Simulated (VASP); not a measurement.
# GW on BeTe: a test of the settings

Aim: test the GW correction to the gap of BeTe. The starting structure is a computed structure from the Materials Project. Cell and atoms stay as given.

Method: GW on LDA orbitals, with plane waves and PAW data sets made for GW, in VASP 6.6.1.

**1. The starting structure**

It takes space group F-43m (No. 216, cubic). The conventional cell has a = 5.663 Å, b = 5.663 Å, c = 5.663 Å, α = 90.00°, β = 90.00°, γ = 90.00°. Nearest to Te lie 4 Be at 2.45 Å. Be has 4 Te at 2.45 Å nearest. Farther neighbours and most contacts between anions are not listed.

As a file:

```xyz
2
Lattice="0.0000 2.8315 2.8315 2.8315 0.0000 2.8315 2.8315 2.8315 0.0000" Properties=species:S:1:pos:R:3 pbc="T T T"
Te    1.4157    1.4157    1.4157
Be    0.0000    0.0000    0.0000
```

**2. G0W0 (response cutoff 100 eV, 4×4×4 mesh)**

It reads the orbitals and their derivatives (WAVECAR and WAVEDER) of a run with the empty bands, which follows a ground-state run; neither is shown.

Contents of INCAR:

```
SYSTEM = BeTe
PREC = Accurate
ENCUT = 300
ISMEAR = 0
SIGMA = 0.01
LREAL = .FALSE.
GGA = CA
NBANDS = 104
ALGO = EVGW0
NELMGW = 1
ENCUTGW = 100
NOMEGA = 40
PRECFOCK = Fast
NBANDSGW = 12
LWAVE = .FALSE.
LCHARG = .FALSE.
```

Contents of POSCAR:

```
BeTe
1.0
    0.0000000000      2.8314587876      2.8314587876
    2.8314587876      0.0000000000      2.8314587876
    2.8314587876      2.8314587876      0.0000000000
Te Be
1 1
Direct
    0.2500000000      0.2500000000      0.2500000000
    0.0000000000      0.0000000000      0.0000000000
```

Contents of KPOINTS:

```
Automatic mesh
0
Gamma
4 4 4
0 0 0
```

The projector-augmented-wave data sets are Te_GW and Be_GW (LDA family, release 64).

On the command line:

```console
> mpirun -np 4 vasp_std
```

The log of the run:

```text
[banner, memory and clock lines left out]
running    4 mpi-ranks, on    1 nodes
 distrk:  each k-point on    4 cores,    1 groups
 distr:  one band on    1 cores,    4 groups

 POSCAR found type information on POSCAR TeBe
 POSCAR found :  2 types and       2 ions
|                                                                             |
|           W    W    AA    RRRRR   N    N  II  N    N   GGGG   !!!           |
|           W    W   A  A   R    R  NN   N  II  NN   N  G    G  !!!           |
|           W    W  A    A  R    R  N N  N  II  N N  N  G       !!!           |
|           W WW W  AAAAAA  RRRRR   N  N N  II  N  N N  G  GGG   !            |
|           WW  WW  A    A  R   R   N   NN  II  N   NN  G    G                |
|           W    W  A    A  R    R  N    N  II  N    N   GGGG   !!!           |
|                                                                             |
|     The default for ENCUTGWSOFT is different in this version of VASP.       |
|     please manually set ENCUTGWSOFT =100 in the INCAR file.                 |
|                                                                             |

 LDA part: xc-table for (Slater(with rela. corr.)+CA(PZ))
 , standard interpolation
 found WAVECAR, reading the header
 POSCAR, INCAR and KPOINTS ok, starting setup
 FFT: planning ... GRIDC
 FFT: planning ... GRID_SOFT
 FFT: planning ... GRID
 reading WAVECAR
 the WAVECAR file was read successfully
 initial charge from wavefunction
 available memory per node:    172.95 GB, setting MAXMEM to    177104

 The Fermi energy was updated, please check that it is located mid-gap
 values below the HOMO (VB) or above the LUMO (CB) will cause erroneous energies
 E-fermi :   5.5070

 calculate exact exchange contribution
 the WAVEDER file was read successfully
energies w=
    0.000    0.000    0.814    0.000    1.623    0.000    2.422    0.000
    3.209    0.000    3.981    0.000    4.736    0.000    5.475    0.000
    6.197    0.000    6.904    0.000    7.599    0.000    8.284    0.000
    8.963    0.000    9.638    0.000   10.314    0.000   10.995    0.000
   11.685    0.000   12.390    0.000   13.115    0.000   13.866    0.000
   14.652    0.000   15.481    0.000   16.363    0.000   17.312    0.000
   18.342    0.000   19.474    0.000   20.732    0.000   22.149    0.000
   23.768    0.000   25.647    0.000   27.868    0.000   30.546    0.000
   33.855    0.000   38.058    0.000   43.588    0.000   51.198    0.000
   62.324    0.000   80.089    0.000  112.821    0.000  192.590    0.000
 responsefunction array rank=     116
 LDA part: xc-table for (Slater(with rela. corr.)+CA(PZ))
 , standard interpolation

 min. memory requirement per mpi rank     77.6 MB, per node    310.2 MB

 allocating  10 responsefunctions rank=   116
 shmem allocating  40 responsefunctions rank=   116
 response function shared by NCSHMEM nodes    1
 Doing           10  frequencies on each core in blocks of           40
NQ=   1    0.0000    0.0000    0.0000,
|.........|.........|.........|.........|.........|.........|.........|.........
 performed         71000 updates of chi_q(r,r)
 total number of BLAS operations          7.27 Gflops
NQ=   2    0.2500    0.0000    0.0000,
|.........|.........|.........|.........|.........|.........|.........|.........
 performed        212000 updates of chi_q(r,r)
 total number of BLAS operations         19.48 Gflops
NQ=   3    0.5000    0.0000    0.0000,
|.........|.........|.........|.........|.........|.........|.........|.........
 performed        333000 updates of chi_q(r,r)
 total number of BLAS operations         30.77 Gflops
NQ=   4    0.2500    0.2500    0.0000,
|.........|.........|.........|.........|.........|.........|.........|.........
 performed        474000 updates of chi_q(r,r)
 total number of BLAS operations         42.29 Gflops
NQ=   5    0.5000    0.2500    0.0000,
|.........|.........|.........|.........|.........|.........|.........|.........
 performed        669000 updates of chi_q(r,r)
 total number of BLAS operations         59.24 Gflops
NQ=   6   -0.2500    0.2500    0.0000,
|.........|.........|.........|.........|.........|.........|.........|.........
 performed        845000 updates of chi_q(r,r)
 total number of BLAS operations         72.49 Gflops
NQ=   7    0.5000    0.5000    0.0000,
|.........|.........|.........|.........|.........|.........|.........|.........
 performed        951000 updates of chi_q(r,r)
 total number of BLAS operations         82.39 Gflops
NQ=   8   -0.2500    0.5000    0.2500,
|.........|.........|.........|.........|.........|.........|.........|.........
 performed       1087000 updates of chi_q(r,r)
 total number of BLAS operations         95.09 Gflops
 resolving degeneracies of screened two electron integrals

 calculate QP shifts <psi_nk| G(iteration)W_0 |psi_nk>: iteration 1
 entering main loop
```

Elapsed: 44 s, on 4 MPI ranks of AMD EPYC 7R43, shared host; peak memory 0.46 GiB; 2.8 min of CPU time.

The logs omit lines about the potential files and the build; timing stands in the text.

From OUTCAR (step 2):

```text
ion  position               nearest neighbor table
   1  0.250  0.250  0.250-   2 2.45   2 2.45   2 2.45   2 2.45
   2  0.000  0.000  0.000-   1 2.45   1 2.45   1 2.45   1 2.45

  LATTYP: Found a face centered cubic cell.
 ALAT       =     5.6629175752

 Subroutine GETGRP returns: Found 24 space group operations
 (whereof 24 operations were pure point group operations)

The static configuration has the point symmetry T_d .

 Found      8 irreducible k-points:

   k-points           NKPTS =      8   k-points in BZ     NKDIM =     64   number of bands    NBANDS=    104

   dimension x,y,z NGX =    24 NGY =   24 NGZ =   24
   dimension x,y,z NGXF=    48 NGYF=   48 NGZF=   48

   ENCUT  =  300.0 eV  22.05 Ry    4.70 a.u.   5.66  5.66  5.66*2*pi/ulx,y,z

   NELECT =       8.0000    total number of electrons

  energy-cutoff  :      300.00
  volume of cell :       45.40
      direct lattice vectors                 reciprocal lattice vectors
     0.000000000  2.831458788  2.831458788    -0.176587419  0.176587419  0.176587419
     2.831458788  0.000000000  2.831458788     0.176587419 -0.176587419  0.176587419
     2.831458788  2.831458788  0.000000000     0.176587419  0.176587419 -0.176587419

 k-points in reciprocal lattice and weights: Automatic mesh
   0.00000000  0.00000000  0.00000000       0.016
   0.25000000  0.00000000  0.00000000       0.125
   0.50000000  0.00000000  0.00000000       0.062
   0.25000000  0.25000000  0.00000000       0.094
   0.50000000  0.25000000  0.00000000       0.375
  -0.25000000  0.25000000  0.00000000       0.188
   0.50000000  0.50000000  0.00000000       0.047
  -0.25000000  0.50000000  0.25000000       0.094

 E-fermi :   5.5070

 QP shifts <psi_nk| G(iteration)W_0 |psi_nk>: iteration 1
 for sc-GW calculations column KS-energies equals QP-energies in previous step
 and V_xc(KS)=  KS-energies - (<T + V_ion + V_H > + <T+V_H+V_ion>^1  + <V_x>^1)
 k-point   1 :       0.0000    0.0000    0.0000
  band No.  KS-energies  QP-energies   sigma(KS)   V_xc(KS)     V^pw_x(r,r')   Z            occupation Imag(sigma)
      1      -7.6539      -8.1940     -11.7903     -11.0322     -17.5964       0.7125       2.0000       1.2289
      2       4.5605       4.1488     -11.8152     -11.2893     -12.9442       0.7827       2.0000       0.0763
      3       4.5605       4.1488     -11.8152     -11.2893     -12.9442       0.7827       2.0000       0.0763
      4       4.5605       4.1488     -11.8152     -11.2893     -12.9442       0.7827       2.0000       0.0763
      5       8.1570       8.7486      -8.8279      -9.5975      -4.6966       0.7688       0.0000      -0.1074
      6       8.1570       8.7486      -8.8279      -9.5975      -4.6966       0.7688       0.0000      -0.1074
      7       8.1570       8.7486      -8.8279      -9.5975      -4.6966       0.7688       0.0000      -0.1074
      8       8.1570       8.7486      -8.8279      -9.5975      -4.6966       0.7688       0.0000      -0.1074
    ...

 k-point   2 :       0.2500    0.0000    0.0000
  band No.  KS-energies  QP-energies   sigma(KS)   V_xc(KS)     V^pw_x(r,r')   Z            occupation Imag(sigma)
      1      -7.1161      -7.5797     -11.8448     -11.2005     -17.4905       0.7196       2.0000       1.1508
      2       1.2870       0.7251     -11.0508     -10.3015     -13.1027       0.7499       2.0000       0.1317
      3       3.9035       3.4633     -11.5960     -11.0306     -12.8492       0.7786       2.0000       0.0804
      4       3.9035       3.4633     -11.5960     -11.0306     -12.8492       0.7786       2.0000       0.0804
      5       7.7902       8.3355      -8.8048      -9.5134      -4.7461       0.7695       0.0000      -0.1035
      6       9.0154       9.5640      -8.9131      -9.6315      -4.6000       0.7637       0.0000      -0.1207
      7       9.0154       9.5640      -8.9131      -9.6315      -4.6000       0.7637       0.0000      -0.1207
      8      11.4086      12.0294      -9.0816      -9.9148      -4.1211       0.7450       0.0000      -0.1974
    ...

 k-point   3 :       0.5000    0.0000    0.0000
  band No.  KS-energies  QP-energies   sigma(KS)   V_xc(KS)     V^pw_x(r,r')   Z            occupation Imag(sigma)
      1      -6.3594      -6.7205     -12.0574     -11.5585     -17.4181       0.7239       2.0000       1.0168
      2      -0.8807      -1.5626     -10.6908      -9.7437     -13.7349       0.7200       2.0000       0.2462
      3       3.4552       2.9829     -11.5570     -10.9468     -12.9763       0.7740       2.0000       0.0867
      4       3.4552       2.9829     -11.5570     -10.9468     -12.9763       0.7740       2.0000       0.0867
      5       7.5593       8.0650      -8.8591      -9.5143      -4.8602       0.7718       0.0000      -0.1011
      6       9.1285       9.6310      -8.6232      -9.2790      -4.3231       0.7663       0.0000      -0.1220
      7       9.1285       9.6310      -8.6232      -9.2790      -4.3231       0.7663       0.0000      -0.1220
      8      12.1998      12.5739      -7.4502      -7.9476      -2.2816       0.7523       0.0000      -0.2334
    ...

 k-point   4 :       0.2500    0.2500    0.0000
  band No.  KS-energies  QP-energies   sigma(KS)   V_xc(KS)     V^pw_x(r,r')   Z            occupation Imag(sigma)
      1      -6.9333      -7.3735     -11.8649     -11.2572     -17.4509       0.7243       2.0000       1.1197
      2       1.6971       1.1575     -11.3182     -10.6039     -13.2367       0.7554       2.0000       0.1215
      3       2.9170       2.4237     -11.2952     -10.6527     -12.8111       0.7677       2.0000       0.0921
      4       2.9170       2.4237     -11.2952     -10.6527     -12.8111       0.7677       2.0000       0.0921
      5       7.1292       7.5477      -8.4129      -8.9514      -4.5531       0.7773       0.0000      -0.0962
      6       8.8832       9.3324      -8.3364      -8.9170      -4.0750       0.7736       0.0000      -0.1221
      7      10.9287      11.5451      -9.3224     -10.1478      -4.4908       0.7468       0.0000      -0.1763
      8      10.9287      11.5451      -9.3224     -10.1478      -4.4908       0.7468       0.0000      -0.1763
    ...

[... 4 further parts left out ...]
```

G0W0 (response cutoff 100 eV, 4×4×4 mesh): the quasiparticle gap on this mesh is 2.682 eV, +0.789 eV from the LDA gap on the same points, with 104 bands.

**3. G0W0 (response cutoff 160 eV, 4×4×4 mesh)**

It reads the orbitals and their derivatives (WAVECAR and WAVEDER) of a run with the empty bands, which follows a ground-state run; neither is shown.

Edit INCAR of step 2 so:

```diff
@@ -7,6 +7,6 @@
 GGA = CA
-NBANDS = 104
+NBANDS = 212
 ALGO = EVGW0
 NELMGW = 1
-ENCUTGW = 100
+ENCUTGW = 160
 NOMEGA = 40
```

POSCAR is that of step 2.

KPOINTS is that of step 2.

On the command line:

```console
> mpirun -np 4 vasp_std
```

The log of the run:

```text
[banner, memory and clock lines left out]
running    4 mpi-ranks, on    1 nodes
[...]
|                                                                             |
|           W    W    AA    RRRRR   N    N  II  N    N   GGGG   !!!           |
|           W    W   A  A   R    R  NN   N  II  NN   N  G    G  !!!           |
|           W    W  A    A  R    R  N N  N  II  N N  N  G       !!!           |
|           W WW W  AAAAAA  RRRRR   N  N N  II  N  N N  G  GGG   !            |
|           WW  WW  A    A  R   R   N   NN  II  N   NN  G    G                |
|           W    W  A    A  R    R  N    N  II  N    N   GGGG   !!!           |
|                                                                             |
|     The default for ENCUTGWSOFT is different in this version of VASP.       |
|     please manually set ENCUTGWSOFT =160 in the INCAR file.                 |
|                                                                             |

 LDA part: xc-table for (Slater(with rela. corr.)+CA(PZ))
[...]
total number of BLAS operations        223.80 Gflops
NQ=   4    0.2500    0.2500    0.0000,
|.........|.........|.........|.........|.........|.........|.........|.........
 performed        973000 updates of chi_q(r,r)
 total number of BLAS operations        318.35 Gflops
NQ=   5    0.5000    0.2500    0.0000,
|.........|.........|.........|.........|.........|.........|.........|.........
 performed       1374000 updates of chi_q(r,r)
 total number of BLAS operations        461.39 Gflops
NQ=   6   -0.2500    0.2500    0.0000,
|.........|.........|.........|.........|.........|.........|.........|.........
 performed       1734000 updates of chi_q(r,r)
 total number of BLAS operations        588.71 Gflops
NQ=   7    0.5000    0.5000    0.0000,
|.........|.........|.........|.........|.........|.........|.........|.........
 performed       1952000 updates of chi_q(r,r)
 total number of BLAS operations        674.84 Gflops
NQ=   8   -0.2500    0.5000    0.2500,
|.........|.........|.........|.........|.........|.........|.........|.........
 performed       2231000 updates of chi_q(r,r)
 total number of BLAS operations        771.57 Gflops
 resolving degeneracies of screened two electron integrals

 calculate QP shifts <psi_nk| G(iteration)W_0 |psi_nk>: iteration 1
 entering main loop
[key lines of the parts left out:]
E-fermi :   5.5070
```

It took 91 s on 4 MPI ranks; peak memory 0.69 GiB.

From OUTCAR (step 3):

```text
 QP shifts <psi_nk| G(iteration)W_0 |psi_nk>: iteration 1
 for sc-GW calculations column KS-energies equals QP-energies in previous step
 and V_xc(KS)=  KS-energies - (<T + V_ion + V_H > + <T+V_H+V_ion>^1  + <V_x>^1)
 k-point   1 :       0.0000    0.0000    0.0000
  band No.  KS-energies  QP-energies   sigma(KS)   V_xc(KS)     V^pw_x(r,r')   Z            occupation Imag(sigma)
      1      -7.6539      -8.3777     -12.0501     -11.0322     -17.5964       0.7111       2.0000       1.1845
      2       4.5605       3.9586     -12.0598     -11.2893     -12.9442       0.7812       2.0000       0.0589
      3       4.5605       3.9586     -12.0598     -11.2893     -12.9442       0.7812       2.0000       0.0589
      4       4.5605       3.9586     -12.0598     -11.2893     -12.9442       0.7812       2.0000       0.0589
      5       8.1570       8.6409      -8.9676      -9.5975      -4.6966       0.7684       0.0000      -0.1117
      6       8.1570       8.6409      -8.9676      -9.5975      -4.6966       0.7684       0.0000      -0.1117
      7       8.1570       8.6409      -8.9676      -9.5975      -4.6966       0.7684       0.0000      -0.1117
      8       8.1570       8.6409      -8.9676      -9.5975      -4.6966       0.7684       0.0000      -0.1117
    ...

[... 1 part as in an earlier step ...]

[... 2 further parts left out ...]
[key lines of the parts left out:]
E-fermi :   5.5070
```

G0W0 (response cutoff 160 eV, 4×4×4 mesh): the quasiparticle gap on this mesh is 2.800 eV, +0.907 eV from the LDA gap on the same points, with 212 bands.

**4. G0W0 (response cutoff 240 eV, 4×4×4 mesh)**

It reads the orbitals and their derivatives (WAVECAR and WAVEDER) of a run with the empty bands, which follows a ground-state run; neither is shown.

Edit INCAR of step 3 so:

```diff
@@ -7,6 +7,6 @@
 GGA = CA
-NBANDS = 212
+NBANDS = 384
 ALGO = EVGW0
 NELMGW = 1
-ENCUTGW = 160
+ENCUTGW = 240
 NOMEGA = 40
```

POSCAR is that of step 3.

KPOINTS is that of step 3.

On the command line:

```console
> mpirun -np 4 vasp_std
```

The log of the run:

```text
[banner, memory and clock lines left out]
running    4 mpi-ranks, on    1 nodes
[...]
|                                                                             |
|           W    W    AA    RRRRR   N    N  II  N    N   GGGG   !!!           |
|           W    W   A  A   R    R  NN   N  II  NN   N  G    G  !!!           |
|           W    W  A    A  R    R  N N  N  II  N N  N  G       !!!           |
|           W WW W  AAAAAA  RRRRR   N  N N  II  N  N N  G  GGG   !            |
|           WW  WW  A    A  R   R   N   NN  II  N   NN  G    G                |
|           W    W  A    A  R    R  N    N  II  N    N   GGGG   !!!           |
|                                                                             |
|     The default for ENCUTGWSOFT is different in this version of VASP.       |
|     please manually set ENCUTGWSOFT =240 in the INCAR file.                 |
|                                                                             |

 LDA part: xc-table for (Slater(with rela. corr.)+CA(PZ))
[...]
total number of BLAS operations       1466.82 Gflops
NQ=   4    0.2500    0.2500    0.0000,
|.........|.........|.........|.........|.........|.........|.........|.........
 performed       1772000 updates of chi_q(r,r)
 total number of BLAS operations       2058.95 Gflops
NQ=   5    0.5000    0.2500    0.0000,
|.........|.........|.........|.........|.........|.........|.........|.........
 performed       2501000 updates of chi_q(r,r)
 total number of BLAS operations       2910.08 Gflops
NQ=   6   -0.2500    0.2500    0.0000,
|.........|.........|.........|.........|.........|.........|.........|.........
 performed       3156000 updates of chi_q(r,r)
 total number of BLAS operations       3663.17 Gflops
NQ=   7    0.5000    0.5000    0.0000,
|.........|.........|.........|.........|.........|.........|.........|.........
 performed       3553000 updates of chi_q(r,r)
 total number of BLAS operations       4141.68 Gflops
NQ=   8   -0.2500    0.5000    0.2500,
|.........|.........|.........|.........|.........|.........|.........|.........
 performed       4060000 updates of chi_q(r,r)
 total number of BLAS operations       4728.41 Gflops
 resolving degeneracies of screened two electron integrals

 calculate QP shifts <psi_nk| G(iteration)W_0 |psi_nk>: iteration 1
 entering main loop
[key lines of the parts left out:]
E-fermi :   5.5070
```

Run time: 4.8 min. Hardware: 4 MPI ranks; peak memory 1.1 GiB.

From OUTCAR (step 4):

```text
 QP shifts <psi_nk| G(iteration)W_0 |psi_nk>: iteration 1
 for sc-GW calculations column KS-energies equals QP-energies in previous step
 and V_xc(KS)=  KS-energies - (<T + V_ion + V_H > + <T+V_H+V_ion>^1  + <V_x>^1)
 k-point   1 :       0.0000    0.0000    0.0000
  band No.  KS-energies  QP-energies   sigma(KS)   V_xc(KS)     V^pw_x(r,r')   Z            occupation Imag(sigma)
      1      -7.6539      -8.4907     -12.2027     -11.0322     -17.5964       0.7150       2.0000       1.0938
      2       4.5605       3.8579     -12.1880     -11.2893     -12.9442       0.7817       2.0000      -0.0160
      3       4.5605       3.8579     -12.1880     -11.2893     -12.9442       0.7817       2.0000      -0.0160
      4       4.5605       3.8579     -12.1880     -11.2893     -12.9442       0.7817       2.0000      -0.0160
      5       8.1570       8.5854      -9.0394      -9.5975      -4.6966       0.7676       0.0000      -0.1466
      6       8.1570       8.5854      -9.0394      -9.5975      -4.6966       0.7676       0.0000      -0.1466
      7       8.1570       8.5854      -9.0394      -9.5975      -4.6966       0.7676       0.0000      -0.1466
      8       8.1570       8.5854      -9.0394      -9.5975      -4.6966       0.7676       0.0000      -0.1466
    ...

[... 1 part as in an earlier step ...]

[... 2 further parts left out ...]
[key lines of the parts left out:]
E-fermi :   5.5070
```

G0W0 (response cutoff 240 eV, 4×4×4 mesh): the quasiparticle gap on this mesh is 2.862 eV, +0.969 eV from the LDA gap on the same points, with 384 bands.

[end of part 1 of 2]

[Lines on the potential files, build, host, timing and source positions are cut from VASP's logs without a mark.]

[Logs are printed without paths, hosts, clocks, repeated set-up lines and the standing remarks that a program may print on its own settings, such as how far it seeks lower states.]

[Hosts, paths, dates, database ids (printed as entryN), source tags and the programs' standing remarks are cut or masked in the printed files.]
